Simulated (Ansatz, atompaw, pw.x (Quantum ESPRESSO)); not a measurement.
# pw.x on sc W: one setting changed

Potential: PAW, atompaw 4.2.0.5, PBE; core [Kr] 4d10 4f14, reference 5s2 5p6 5d4 6s2 6p0; waves: 5s (bound): rc 1.20 bohr; 6s (bound): rc 2.55 bohr; 5p (bound): rc 2.25 bohr; 6p (bound, empty): rc 2.55 bohr; 5d (bound): rc 2.55 bohr; 5d channel at 1.09 Ry: rc 2.55 bohr; local part: bessel scheme, radius 1.75 bohr; core correction: smooth core density matched at 2.20 bohr; augmentation: besselshape compensation charge, radius 1.95 bohr; PAW radius 2.55 bohr; waves and projectors: custom polynom vanderbiltortho.

The reference run (k-mesh 12³, cutoffs 100/900 Ry, Fermi–Dirac 0.01 Ry, mixing_beta 0.4, conv_thr 1e-9, no spin) gives -2.54 GPa at 18.539 Å³/atom, where all-electron LAPW gives -2.09 GPa. This run, with its own iteration cap, changes mixing_ndim to 4.

```
&control
  calculation='scf', prefix='x', pseudo_dir='./', outdir='./tmp', tstress=.true., disk_io='none'
/
&system
  ibrav=0, nat=1, ntyp=1, ecutwfc=100, ecutrho=900, nbnd=15,
  occupations='smearing', smearing='fd', degauss=0.01
/
&electrons
  conv_thr=1e-09, mixing_beta=0.4, electron_maxstep=60, mixing_ndim=4
/
ATOMIC_SPECIES
W 1.0 W.UPF
CELL_PARAMETERS angstrom
  2.64664343 0.00000000 0.00000000
  0.00000000 2.64664343 0.00000000
  0.00000000 0.00000000 2.64664343
ATOMIC_POSITIONS crystal
W 0.0000 0.0000 0.0000
K_POINTS automatic
12 12 12 0 0 0
```

```bash
pw.x < W.scf.in > W.scf.out
```

Problem. How does the run end?

Solution. It converges in 7 iterations; the free energy moves by +0.0 meV/atom and the pressure by -0.01 GPa. The result is that of the reference run.

```
Message from routine setup:
     using ibrav=0 with symmetry is DISCOURAGED, use correct ibrav instead
     lattice parameter (alat)  =       5.0014  a.u.
     unit-cell volume          =     125.1074 (a.u.)^3
     number of electrons       =        14.00
     number of Kohn-Sham states=           15
     kinetic-energy cutoff     =     100.0000  Ry
     charge density cutoff     =     900.0000  Ry
     scf convergence threshold =      1.0E-09
     Exchange-correlation= SLA PW PBX PBC
     number of k points=    84  Fermi-Dirac smearing, width (Ry)=  0.0100
     iteration #  1     ecut=   100.00 Ry     beta= 0.40
     total energy              =    -760.15685601 Ry
     estimated scf accuracy    <       0.02588278 Ry
     iteration #  2     ecut=   100.00 Ry     beta= 0.40
     total energy              =    -760.15776465 Ry
     estimated scf accuracy    <       0.00502717 Ry
     iteration #  3     ecut=   100.00 Ry     beta= 0.40
     total energy              =    -760.15795689 Ry
     estimated scf accuracy    <       0.00069668 Ry
     iteration #  4     ecut=   100.00 Ry     beta= 0.40
     total energy              =    -760.15797115 Ry
     estimated scf accuracy    <       0.00000154 Ry
     iteration #  5     ecut=   100.00 Ry     beta= 0.40
     total energy              =    -760.15797211 Ry
     estimated scf accuracy    <       0.00000068 Ry
     iteration #  6     ecut=   100.00 Ry     beta= 0.40
     total energy              =    -760.15797219 Ry
     estimated scf accuracy    <          8.3E-09 Ry
     iteration #  7     ecut=   100.00 Ry     beta= 0.40
     the Fermi energy is    18.1101 ev
!    total energy              =    -760.15797219 Ry
     estimated scf accuracy    <          6.9E-10 Ry
     smearing contrib. (-TS)   =      -0.00275490 Ry
     The total energy is F=E-TS. E is the sum of the following terms:
     one-electron contribution =     -22.63651880 Ry
     hartree contribution      =      23.57904710 Ry
     xc contribution           =     -16.01724330 Ry
     ewald contribution        =    -111.19023339 Ry
     one-center paw contrib.   =    -633.89026891 Ry
     convergence has been achieved in   7 iterations
          total   stress  (Ry/bohr**3)                   (kbar)     P=      -25.42
     Message from routine punch:
     Nothing written, as per user request (disk_io='none')
```

The run took about 19 s on one core of a shared host (Intel(R) Xeon(R) 6975P-C, 192 threads, 1512 GiB, load 109).
